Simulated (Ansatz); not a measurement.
# Preparing GaN (P6_3mc) as a host crystal, part 2 of 3

Aim: the runs on the perfect crystal GaN (P6_3mc) that a defect calculation needs first.

Ansatz 0.2.0; plane-wave PAW DFT, r2SCAN; relaxation of the host's cell and atoms (the session's first sound run).

So far. Step 3 (Dielectric tensors of the host): The principal values of the electronic dielectric tensor are 5.84, 5.84 and 6.02. The principal values of the static dielectric tensor are 10.10, 10.10 and 11.18.

## Step 4: Defect free supercell relaxed in its symmetry

This cell, the one that will hold the defects, is built from the relaxed host. Its coarser k-points can move the atoms a little, so it is relaxed from the symmetric sites, as the reference for the test of stability.

This step: plane-wave PAW DFT, r2SCAN; relaxation of the defect-free supercell in its symmetry (Ansatz 0.2.0).

System of this step: GaN (P6_3mc). The cell holds 72 atoms: 36 Ga and 36 N. Cell: a = 9.549 Å, b = 9.549 Å, c = 10.367 Å, α = 90.0°, β = 90.0°, γ = 120.0°.

pristine.symmetric/input.yaml reads:

```yaml
crystal:
  lattice:
    - [9.5492592266, 0.0, 0.0]
    - [-4.7746296133, 8.2699010776, 0.0]
    - [0.0, 0.0, 10.3671611136]
  atoms:
    - { symbol: Ga, position: [0.2222222222, 0.1111111111, 0.249554212] }
    - { symbol: Ga, position: [0.1111111111, 0.2222222222, 0.499554212] }
    - { symbol: "N", position: [0.2222222222, 0.1111111111, 0.437945788] }
    - { symbol: "N", position: [0.1111111111, 0.2222222222, 0.187945788] }
    - { symbol: Ga, position: [0.2222222222, 0.1111111111, 0.7495542121] }
    - { symbol: Ga, position: [0.1111111111, 0.2222222222, 0.999554212] }
    - { symbol: "N", position: [0.2222222222, 0.1111111111, 0.937945788] }
    - { symbol: "N", position: [0.1111111111, 0.2222222222, 0.6879457879] }
    - { symbol: Ga, position: [0.2222222222, 0.4444444444, 0.249554212] }
    - { symbol: Ga, position: [0.1111111111, 0.5555555556, 0.499554212] }
    - { symbol: "N", position: [0.2222222222, 0.4444444444, 0.437945788] }
    - { symbol: "N", position: [0.1111111111, 0.5555555556, 0.187945788] }
    - { symbol: Ga, position: [0.2222222222, 0.4444444444, 0.7495542121] }
    - { symbol: Ga, position: [0.1111111111, 0.5555555556, 0.999554212] }
    - { symbol: "N", position: [0.2222222222, 0.4444444444, 0.937945788] }
    - { symbol: "N", position: [0.1111111111, 0.5555555556, 0.6879457879] }
    - { symbol: Ga, position: [0.2222222222, 0.7777777778, 0.249554212] }
    - { symbol: Ga, position: [0.1111111111, 0.8888888889, 0.499554212] }
    - { symbol: "N", position: [0.2222222222, 0.7777777778, 0.437945788] }
    - { symbol: "N", position: [0.1111111111, 0.8888888889, 0.187945788] }
    - { symbol: Ga, position: [0.2222222222, 0.7777777778, 0.7495542121] }
    - { symbol: Ga, position: [0.1111111111, 0.8888888889, 0.999554212] }
    - { symbol: "N", position: [0.2222222222, 0.7777777778, 0.937945788] }
    - { symbol: "N", position: [0.1111111111, 0.8888888889, 0.6879457879] }
    - { symbol: Ga, position: [0.5555555556, 0.1111111111, 0.249554212] }
    - { symbol: Ga, position: [0.4444444444, 0.2222222222, 0.499554212] }
    - { symbol: "N", position: [0.5555555556, 0.1111111111, 0.437945788] }
    - { symbol: "N", position: [0.4444444444, 0.2222222222, 0.187945788] }
    - { symbol: Ga, position: [0.5555555556, 0.1111111111, 0.7495542121] }
    - { symbol: Ga, position: [0.4444444444, 0.2222222222, 0.999554212] }
    - { symbol: "N", position: [0.5555555556, 0.1111111111, 0.937945788] }
    - { symbol: "N", position: [0.4444444444, 0.2222222222, 0.6879457879] }
    - { symbol: Ga, position: [0.5555555556, 0.4444444444, 0.249554212] }
    - { symbol: Ga, position: [0.4444444444, 0.5555555556, 0.499554212] }
    - { symbol: "N", position: [0.5555555556, 0.4444444444, 0.437945788] }
    - { symbol: "N", position: [0.4444444444, 0.5555555556, 0.187945788] }
    - { symbol: Ga, position: [0.5555555556, 0.4444444444, 0.7495542121] }
    - { symbol: Ga, position: [0.4444444444, 0.5555555556, 0.999554212] }
    - { symbol: "N", position: [0.5555555556, 0.4444444444, 0.937945788] }
    - { symbol: "N", position: [0.4444444444, 0.5555555556, 0.6879457879] }
    - { symbol: Ga, position: [0.5555555556, 0.7777777778, 0.249554212] }
    - { symbol: Ga, position: [0.4444444444, 0.8888888889, 0.499554212] }
    - { symbol: "N", position: [0.5555555556, 0.7777777778, 0.437945788] }
    - { symbol: "N", position: [0.4444444444, 0.8888888889, 0.187945788] }
    - { symbol: Ga, position: [0.5555555556, 0.7777777778, 0.7495542121] }
    - { symbol: Ga, position: [0.4444444444, 0.8888888889, 0.999554212] }
    - { symbol: "N", position: [0.5555555556, 0.7777777778, 0.937945788] }
    - { symbol: "N", position: [0.4444444444, 0.8888888889, 0.6879457879] }
    - { symbol: Ga, position: [0.8888888889, 0.1111111111, 0.249554212] }
    - { symbol: Ga, position: [0.7777777778, 0.2222222222, 0.499554212] }
    - { symbol: "N", position: [0.8888888889, 0.1111111111, 0.437945788] }
    - { symbol: "N", position: [0.7777777778, 0.2222222222, 0.187945788] }
    - { symbol: Ga, position: [0.8888888889, 0.1111111111, 0.7495542121] }
    - { symbol: Ga, position: [0.7777777778, 0.2222222222, 0.999554212] }
    - { symbol: "N", position: [0.8888888889, 0.1111111111, 0.937945788] }
    - { symbol: "N", position: [0.7777777778, 0.2222222222, 0.6879457879] }
    - { symbol: Ga, position: [0.8888888889, 0.4444444444, 0.249554212] }
    - { symbol: Ga, position: [0.7777777778, 0.5555555556, 0.499554212] }
    - { symbol: "N", position: [0.8888888889, 0.4444444444, 0.437945788] }
    - { symbol: "N", position: [0.7777777778, 0.5555555556, 0.187945788] }
    - { symbol: Ga, position: [0.8888888889, 0.4444444444, 0.7495542121] }
    - { symbol: Ga, position: [0.7777777778, 0.5555555556, 0.999554212] }
    - { symbol: "N", position: [0.8888888889, 0.4444444444, 0.937945788] }
    - { symbol: "N", position: [0.7777777778, 0.5555555556, 0.6879457879] }
    - { symbol: Ga, position: [0.8888888889, 0.7777777778, 0.249554212] }
    - { symbol: Ga, position: [0.7777777778, 0.8888888889, 0.499554212] }
    - { symbol: "N", position: [0.8888888889, 0.7777777778, 0.437945788] }
    - { symbol: "N", position: [0.7777777778, 0.8888888889, 0.187945788] }
    - { symbol: Ga, position: [0.8888888889, 0.7777777778, 0.7495542121] }
    - { symbol: Ga, position: [0.7777777778, 0.8888888889, 0.999554212] }
    - { symbol: "N", position: [0.8888888889, 0.7777777778, 0.937945788] }
    - { symbol: "N", position: [0.7777777778, 0.8888888889, 0.6879457879] }
basis:
  ecutwfc: 500
  xc_grid: 2
hamiltonian:
  xc: r2scan
kpoints:
  mp_grid: { grid: [1, 1, 1] }
scf:
  occupations: { method: fermi_dirac, width: 0.01 }
  max_iter: 100
  lower_state_search: "off"
output:
  forces: true
relax:
  f_tol: 0.015
  max_steps: 60
  escape_saddle: false
checkpoint:
  write: "../pristine.symmetric.run"
  compress: false
  write_wavefunctions: false
  write_every: 100000
```

Command:

```console
$ ansatz run input.yaml --threads 32 --pin off --max-ram 84787MiB --backend cuda --events-out ev --progress --plain --runs-dir out --max-vram 78GiB
```

Numbers of over 12 decimals in the logs are rounded to 6 here.

What it wrote:

```text
[...]
device memory: the entry about to start is reckoned to put 3.9 GiB on a device that reports 175.0 GiB free (of which the cap on the GPU budget leaves the run 78.0 GiB)
GPU FFT provider: cuFFT
GPU libraries: cuBLAS 13.8.1, cuFFT 12.4.0, cuSOLVER 12.3.2
GPU matrix products: emulated (plane waves: as basis.precision tells), large ones in fixed point in workspaces of 1.00 GiB
Crystal: 72 atoms, lattice volume = 818.710 Å³
Basis set: ecut = 500 eV, 20899 PW (Γ), exchange–correlation on 144×144×160 points (8 copies of the dense FFT grid, shifted against one another)
Bands: 396, of which v1, the nominal top of the filled ones, is band 324 counted from 1 (323 counted from 0)
Symmetry: 216 space group operations
[...]
k-points: 1
[...]
GPU buffer pool allocated for 414720 grid points (all kernels)
GPU transforms: local potential: pruned to the plane-wave sphere, on 72×72×75; band sums: pruned to the plane-wave sphere, on 72×72×80
[...]
SCF iter   1: F=-150344.339551 eV  HF=-150343.596853 eV  |Δ(HF+E_count)|=         —  Δρ=1.48e-2  dr2=8.93e-1  dr2_τ=4.00e0  Hψ=1351
[...]
SCF iter   3: F=-150344.777189 eV  HF=-150344.785725 eV  |Δ(HF+E_count)|=   5.97e-3  Δρ=3.94e-3  dr2=5.35e-2  dr2_τ=3.02e-3  Hψ=657
automatic band count: iteration 3 solves 375 bands in place of 396: the levels show a gap, and the empty bands left out lie too high to hold charge; the band table lists the bands solved (type scf.n_extra_bands for more)
SCF iter   4: F=-150344.785406 eV  HF=-150344.784698 eV  |Δ(HF+E_count)|=   1.03e-3  Δρ=5.51e-4  dr2=1.86e-3  dr2_τ=5.42e-4  Hψ=660
[...]
SCF iter   7: F=-150344.785784 eV  HF=-150344.785784 eV  |Δ(HF+E_count)|=   2.52e-6  Δρ=4.99e-6  dr2=2.03e-7  dr2_τ=3.66e-9  Hψ=1026
SCF 1 converged in 7 iterations: F = -150344.785784 eV  dr2 = 2.03e-7
[...]
relax step   1: F+E_penalty+E_count = -150344.78578409 eV  Δ(F+E_penalty+E_count) = +0.000e0 eV  max|allowed force component| = 1.671e-2 eV/Å  Δτ_max = 0.0000 Å  (7 SCF iters, dr2 threshold 5.63e-6 eV, accepted)
[...]
SCF iter   4: F=-150344.785999 eV  HF=-150344.785999 eV  |Δ(HF+E_count)|=   1.12e-7  Δρ=2.05e-6  dr2=2.16e-8  dr2_τ=9.94e-10  Hψ=1083
SCF 2 converged in 4 iterations: F = -150344.785999 eV  dr2 = 2.16e-8
relax step   2: F+E_penalty+E_count = -150344.78599891 eV  Δ(F+E_penalty+E_count) = -2.148e-4 eV  max|allowed force component| = 1.164e-2 eV/Å  Δτ_max = 0.0002 Å  (4 SCF iters, accepted)
[...]
SCF iter   2: F=-150344.785999 eV  HF=-150344.785999 eV  |Δ(HF+E_count)|=   3.32e-9  Δρ=1.25e-6  dr2=8.63e-9  dr2_τ=2.53e-10  Hψ=1032
SCF 3 converged in 2 iterations: F = -150344.785999 eV  dr2 = 8.63e-9
SCF converged after 2 iterations
Free energy (F): -150344.785999 eV
[...]
Internal energy: -150344.785999 eV  (E = F + TS)
E sigma→0 (E₀):  -150344.785999 eV
Fermi energy:    10.725641 eV
[...]
--- Forces (eV/Å), atoms counted from 1 ---
  atom   1  Ga     0.00000000     0.00000000     0.01168344
  atom   2  Ga    -0.00000000     0.00000000     0.01168344
  atom   3  N      0.00000000    -0.00000000    -0.01162320
  atom   4  N     -0.00000000    -0.00000000    -0.01162320
  atom   5  Ga    -0.00000000     0.00000000     0.01168344
  atom   6  Ga    -0.00000000    -0.00000000     0.01168344
  [... 66 more lines of this table ...]
  max |Σ_I F_I| component: 2.17e-3 eV/Å
--- Relaxed structure (2 steps of the walk, 2 accepted, 0 SCFs on fresh bases) ---
  F+E_penalty+E_count = -150344.78599891 eV   max|allowed force component| = 1.164e-2 eV/Å
  atoms:
    - { symbol: Ga, position: [0.222222, 0.111111, 0.249574] }
    - { symbol: Ga, position: [0.111111, 0.222222, 0.499574] }
    - { symbol: N, position: [0.222222, 0.111111, 0.437926] }
    - { symbol: N, position: [0.111111, 0.222222, 0.187926] }
    - { symbol: Ga, position: [0.222222, 0.111111, 0.749574] }
    - { symbol: Ga, position: [0.111111, 0.222222, 0.999574] }
  [... 66 more lines of this table ...]
```

The job ended after 2.1 s (1 × NVIDIA GB200 with 32 threads of Arm Neoverse V2, shared host; peak memory 1.3 GiB; 6.2 s of CPU time).

No atom moved by 0.005 Å in the relaxation.

## Step 5: Defect free supercell relaxed from displaced atoms

This step: plane-wave PAW DFT, r2SCAN; relaxation of the defect-free supercell from random displacements, a test of the host's stability (Ansatz 0.2.0).

pristine.rattled/input.yaml, as its differences from pristine.symmetric/input.yaml of step 4:

```diff
@@ -93,6 +93,6 @@
   f_tol: 0.015
-  max_steps: 60
-  escape_saddle: false
+  max_steps: 120
+  random_displacement: { amplitude: 0.06, seed: 9021 }
 checkpoint:
-  write: "../pristine.symmetric.run"
+  write: "../pristine.rattled.run"
   compress: false
```

What it wrote:

```text
[...]
Crystal: 72 atoms, lattice volume = 818.710 Å³
Basis set: ecut = 500 eV, 20899 PW (Γ), exchange–correlation on 144×144×160 points (8 copies of the dense FFT grid, shifted against one another)
Bands: 396, of which v1, the nominal top of the filled ones, is band 324 counted from 1 (323 counted from 0)
Symmetry: 1 space group operations
k-points: 1
[...]
SCF iter   1: F=-150341.626231 eV  HF=-150340.907009 eV  |Δ(HF+E_count)|=         —  Δρ=1.49e-2  dr2=9.27e-1  dr2_τ=4.06e0  Hψ=1350
[...]
SCF iter   3: F=-150342.078174 eV  HF=-150342.089682 eV  |Δ(HF+E_count)|=   4.71e-3  Δρ=3.89e-3  dr2=5.22e-2  dr2_τ=3.05e-3  Hψ=659
[...]
SCF 1 converged in 7 iterations: F = -150342.087993 eV  dr2 = 1.63e-6
[...]
relax step   1: F+E_penalty+E_count = -150342.08799302 eV  Δ(F+E_penalty+E_count) = +0.000e0 eV  max|allowed force component| = 2.057e0 eV/Å  Δτ_max = 0.0000 Å  (7 SCF iters, dr2 threshold 5.63e-6 eV, accepted)
[...]
relax step   2: F+E_penalty+E_count = -150344.06551880 eV  Δ(F+E_penalty+E_count) = -1.978e0 eV  max|allowed force component| = 1.049e0 eV/Å  Δτ_max = 0.0707 Å  (6 SCF iters, dr2 threshold 1.00e-4 eV, accepted)
relax step   3: F+E_penalty+E_count = -150344.78607490 eV  Δ(F+E_penalty+E_count) = -7.206e-1 eV  max|allowed force component| = 1.648e-2 eV/Å  Δτ_max = 0.0599 Å  (6 SCF iters, dr2 threshold 6.87e-5 eV, accepted)
relax step   4: F+E_penalty+E_count = -150344.78608912 eV  Δ(F+E_penalty+E_count) = -1.422e-5 eV  max|allowed force component| = 1.642e-2 eV/Å  Δτ_max = 0.0000 Å  (5 SCF iters, accepted)
[...]
SCF iter   2: F=-150344.786210 eV  HF=-150344.786212 eV  |Δ(HF+E_count)|=   1.66e-3  Δρ=7.27e-5  dr2=1.63e-5  dr2_τ=2.62e-7  Hψ=750
[...]
SCF iter   5: F=-150344.786213 eV  HF=-150344.786213 eV  |Δ(HF+E_count)|=   5.85e-9  Δρ=1.82e-6  dr2=2.58e-8  dr2_τ=1.67e-9  Hψ=1348
SCF 5 converged in 5 iterations: F = -150344.786213 eV  dr2 = 2.58e-8
[...]
relax step   5: F+E_penalty+E_count = -150344.78621325 eV  Δ(F+E_penalty+E_count) = -1.241e-4 eV  max|allowed force component| = 2.326e-4 eV/Å  Δτ_max = 0.0013 Å  (5 SCF iters, accepted)
[...]
SCF iter   1: F=-150344.786213 eV  HF=-150344.786213 eV  |Δ(HF+E_count)|=         —  Δρ=1.82e-6  dr2=2.58e-8  dr2_τ=1.67e-9  Hψ=1555
[...]
SCF iter   2: F=-150344.786213 eV  HF=-150344.786213 eV  |Δ(HF+E_count)|=   2.36e-9  Δρ=1.03e-6  dr2=8.77e-9  dr2_τ=2.96e-10  Hψ=1160
SCF 6 converged in 2 iterations: F = -150344.786213 eV  dr2 = 8.77e-9
SCF converged after 2 iterations
Free energy (F): -150344.786213 eV
[...]
Internal energy: -150344.786213 eV  (E = F + TS)
E sigma→0 (E₀):  -150344.786213 eV
Fermi energy:    10.726014 eV
[...]
--- Forces (eV/Å), atoms counted from 1 ---
  atom   1  Ga     0.00007076     0.00007471     0.00024424
  atom   2  Ga     0.00006660    -0.00001319     0.00003477
  atom   3  N     -0.00002962    -0.00018088    -0.00002325
  atom   4  N      0.00001854    -0.00008394    -0.00001537
  atom   5  Ga     0.00000479    -0.00009648     0.00013803
  atom   6  Ga    -0.00004781    -0.00000551     0.00004720
  [... 66 more lines of this table ...]
  max |Σ_I F_I| component: 2.63e-3 eV/Å
--- Relaxed structure (5 steps of the walk, 5 accepted, 0 SCFs on fresh bases) ---
  F+E_penalty+E_count = -150344.78621325 eV   max|allowed force component| = 2.326e-4 eV/Å
  atoms:
    - { symbol: Ga, position: [0.222234, 0.110958, 0.249924] }
    - { symbol: Ga, position: [0.111124, 0.222069, 0.499925] }
    - { symbol: N, position: [0.222236, 0.110959, 0.438182] }
    - { symbol: N, position: [0.111123, 0.222069, 0.188183] }
    - { symbol: Ga, position: [0.222234, 0.110956, 0.749924] }
    - { symbol: Ga, position: [0.111121, 0.222065, 0.999925] }
  [... 66 more lines of this table ...]
```

Run time: 4 s. Hardware: 1 × NVIDIA GB200 with 32 threads; peak memory 1.4 GiB.

Relaxation path:

| step | energy less that of the first step (eV) | largest force component (eV/Å) |
| --- | --- | --- |
| 1 | 0.0000 | 2.0570 |
| 2 | -1.9775 | 1.0487 |
| 3 | -2.6981 | 0.0165 |
| 4 | -2.6981 | 0.0164 |
| 5 | -2.6982 | 0.0002 |

The relaxation ends 37 meV an atom lower than the displaced start, with a largest force component of 2.3e-4 eV/Å.

## Step 6: Host on a dense mesh

This step: plane-wave PAW DFT, r2SCAN; single point of the defect-free host, a test of the k-point sampling (Ansatz 0.2.0).

System of this step: GaN (P6_3mc). It takes space group P6_3mc (No. 186, hexagonal). Conventional cell: a = 3.183 Å, b = 3.183 Å, c = 5.184 Å, α = 90.00°, β = 90.00°, γ = 120.00°. Ga has 4 N at 1.95 Å nearest. Nearest to N lie 4 Ga at 1.95 Å. Farther neighbours and most contacts between anions are not listed.

dense/input.yaml reads:

```yaml
crystal:
  lattice:
    - [3.1830864089, 0.0, 0.0]
    - [-1.5915432044, 2.7566336925, 0.0]
    - [0.0, 0.0, 5.1835805568]
  atoms:
    - { symbol: Ga, position: [0.6666666667, 0.3333333333, 0.4991084241] }
    - { symbol: Ga, position: [0.3333333333, 0.6666666667, 0.9991084241] }
    - { symbol: "N", position: [0.6666666667, 0.3333333333, 0.8758915759] }
    - { symbol: "N", position: [0.3333333333, 0.6666666667, 0.3758915759] }
basis:
  ecutwfc: 500
  xc_grid: 2
hamiltonian:
  xc: r2scan
kpoints:
  mp_grid: { grid: [10, 10, 6] }
scf:
  occupations: { method: fermi_dirac, width: 0.01 }
  max_iter: 100
  lower_state_search: "off"
checkpoint:
  write: "../dense.run"
  compress: false
  write_wavefunctions: false
  write_every: 100000
```

Command:

```console
$ ansatz run input.yaml --threads 32 --pin off --max-ram 84787MiB --backend cpu --events-out ev --progress --plain --runs-dir out
```

What it wrote:

```text
[...]
Crystal: 4 atoms, lattice volume = 45.484 Å³
Basis set: ecut = 500 eV, 1129 PW (Γ), exchange–correlation on 48×48×80 points (8 copies of the dense FFT grid, shifted against one another)
Bands: 22, of which v1, the nominal top of the filled ones, is band 18 counted from 1 (17 counted from 0)
Symmetry: 12 space group operations
[...]
k-points: 56 of 600 (time reversal used)
[...]
SCF iter   1: F=-8352.752997 eV  HF=-8352.711854 eV  |Δ(HF+E_count)|=         —  Δρ=1.25e-2  dr2=2.67e-2  dr2_τ=1.92e-1  Hψ=5435
[...]
SCF iter   8: F=-8352.774689 eV  HF=-8352.774689 eV  |Δ(HF+E_count)|=   2.27e-8  Δρ=8.04e-6  dr2=2.89e-8  dr2_τ=5.07e-10  Hψ=2464
SCF 1 converged in 8 iterations: F = -8352.774689 eV  dr2 = 2.89e-8
[...]
SCF converged after 8 iterations
Free energy (F): -8352.774689 eV
[...]
Internal energy: -8352.774689 eV  (E = F + TS)
E sigma→0 (E₀):  -8352.774689 eV
Fermi energy:    10.665955 eV
[...]
```

Elapsed: 0.63 s, on 32 threads; peak memory 0.33 GiB.

## Step 7: Defect free supercell at the zone centre

The supercell is run at the zone centre, to see how far that sampling misses the dense mesh.

System of this step: GaN (P6_3mc). The cell holds 72 atoms: 36 Ga and 36 N. Cell: a = 9.549 Å, b = 9.549 Å, c = 10.367 Å, α = 90.0°, β = 90.0°, γ = 120.0°.

pristine.sampling_gamma/input.yaml, as its differences from pristine.rattled/input.yaml of step 5:

```diff
@@ -89,10 +89,4 @@
   lower_state_search: "off"
-output:
-  forces: true
-relax:
-  f_tol: 0.015
-  max_steps: 120
-  random_displacement: { amplitude: 0.06, seed: 9021 }
 checkpoint:
-  write: "../pristine.rattled.run"
+  write: "../pristine.sampling_gamma.run"
   compress: false
```

Command:

```console
$ ansatz run input.yaml --threads 32 --pin off --max-ram 84787MiB --backend cuda --events-out ev --progress --plain --runs-dir out --max-vram 78GiB
```

What it wrote:

```text
[...]
GPU FFT provider: cuFFT
GPU libraries: cuBLAS 13.8.1, cuFFT 12.4.0, cuSOLVER 12.3.2
[...]
Crystal: 72 atoms, lattice volume = 818.710 Å³
Basis set: ecut = 500 eV, 20899 PW (Γ), exchange–correlation on 144×144×160 points (8 copies of the dense FFT grid, shifted against one another)
Bands: 396, of which v1, the nominal top of the filled ones, is band 324 counted from 1 (323 counted from 0)
Symmetry: 216 space group operations
[...]
k-points: 1
[...]
GPU buffer pool allocated for 414720 grid points (all kernels)
[...]
SCF iter   1: F=-150344.339546 eV  HF=-150343.596845 eV  |Δ(HF+E_count)|=         —  Δρ=1.48e-2  dr2=8.93e-1  dr2_τ=4.00e0  Hψ=1351
[...]
SCF iter   8: F=-150344.785784 eV  HF=-150344.785784 eV  |Δ(HF+E_count)|=   9.09e-8  Δρ=1.64e-6  dr2=2.45e-8  dr2_τ=1.66e-9  Hψ=915
SCF 1 converged in 8 iterations: F = -150344.785784 eV  dr2 = 2.45e-8
[...]
SCF converged after 8 iterations
Free energy (F): -150344.785784 eV
[...]
Internal energy: -150344.785784 eV  (E = F + TS)
E sigma→0 (E₀):  -150344.785784 eV
Fermi energy:    10.725465 eV
[...]
```

It took 1.3 s on 1 × NVIDIA GB200 with 32 threads; peak memory 1.2 GiB.

(Continued in part 3 of 3.)

[Logs are printed without paths, hosts, clocks, repeated set-up lines and the standing remarks that a program may print on its own settings, such as how far it seeks lower states.]

[Hosts, paths, dates, database ids (printed as entryN), source tags and the programs' standing remarks are cut or masked in the printed files.]

[Runs of the host that timed out are not shown.]

[For some hosts the program warned that the k-mesh of the response run may be too coarse for force constants and the static dielectric constant; such warnings are not always shown.]

[The program warned that the k-mesh of a response run behind this text may be too coarse: force constants, and the static dielectric constant and all else formed from them, are not shown converged.]
